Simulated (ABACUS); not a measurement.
Here is an ABACUS 3.10.1 calculation.

File run_abacus.py:

```python
"""ABACUS run from a structure file: ASE reads it, the script writes STRU, KPT and INPUT."""
import re
import subprocess
from ase.io import read
from ase.units import Bohr

atoms = read("POSCAR")
atoms = atoms[(-atoms.numbers).argsort(kind="stable")]  # ABACUS lists atoms element by element
pseudo = {'Li': 'Li.upf'}
orbital = {}
magmoms = None
kmesh = [9, 9, 9]
params = {
    'suffix': 'Li',
    'calculation': 'scf',
    'basis_type': 'pw',
    'pseudo_dir': './',
    'symmetry': 1,
    'dft_functional': 'GGA_X_B86_MGC+GGA_C_PBE',
    'ecutwfc': 97,
    'pseudo_rcut': 10,
    'nspin': 1,
    'nbands': 12,
    'ks_solver': 'dav',
    'smearing_method': 'fd',
    'smearing_sigma': 0.00367493,
    'scf_thr': 1e-08,
    'scf_nmax': 100,
    'mixing_type': 'broyden',
    'mixing_beta': 0.7,
    'cal_force': 1,
    'cal_stress': 1,
    'out_chg': 1,
    'kpar': 4,
}

symbols = atoms.get_chemical_symbols()
elements = list(dict.fromkeys(symbols))
lines = ["ATOMIC_SPECIES"] + [f"{e} {atoms.get_masses()[symbols.index(e)]:.4f} {pseudo[e]}" for e in elements]
if orbital:
    lines += ["", "NUMERICAL_ORBITAL"] + [orbital[e] for e in elements]
lines += ["", "LATTICE_CONSTANT", f"{1 / Bohr:.10f}", "", "LATTICE_VECTORS"]
lines += [" ".join(f"{x:.10f}" for x in v) for v in atoms.cell]
lines += ["", "ATOMIC_POSITIONS", "Direct"]
for e in elements:
    lines += ["", e, "0.0", str(symbols.count(e))]
    for i, p in enumerate(atoms.get_scaled_positions(wrap=False)):
        if symbols[i] == e:
            mag = "" if magmoms is None else " mag " + " ".join(str(x) for x in (magmoms[i] if isinstance(magmoms[i], list) else [magmoms[i]]))
            lines.append(" ".join(f"{x:.10f}" for x in p) + " 1 1 1" + mag)
open("STRU", "w").write("\n".join(lines) + "\n")
open("KPT", "w").write("K_POINTS\n0\nGamma\n%d %d %d 0 0 0\n" % tuple(kmesh))
open("INPUT", "w").write("INPUT_PARAMETERS\n" + "".join(f"{k:<20s}{v}\n" for k, v in params.items()))

done = subprocess.run(['mpirun', '-np', '4', 'abacus'])
if done.returncode:
    raise SystemExit(done.returncode)
log = open("OUT.Li/running_scf.log").read()
print("final energy (eV):", re.findall(r"FINAL_ETOT_IS (\S+)", log))
```

The input POSCAR:

```
Li
1.0
   -1.7546500000      1.7546500000      1.7546500000
    1.7546500000     -1.7546500000      1.7546500000
    1.7546500000      1.7546500000     -1.7546500000
Li
1
Direct
    0.0000000000      0.0000000000      0.0000000000
```

Potentials or basis: PseudoDojo NC SR 0.5 PBE stringent, plane waves.

Command:

```bash
$ OMP_NUM_THREADS=1 python run_abacus.py > log
```

(1) What does it give for the pressure?

(2) What does it give for the band gap on the k mesh?

## Answers

(1) -0.8 GPa.

(2) none (metal or under the smearing width).

Caveat: the potentials were made for another functional, which shifts forces and pressure.
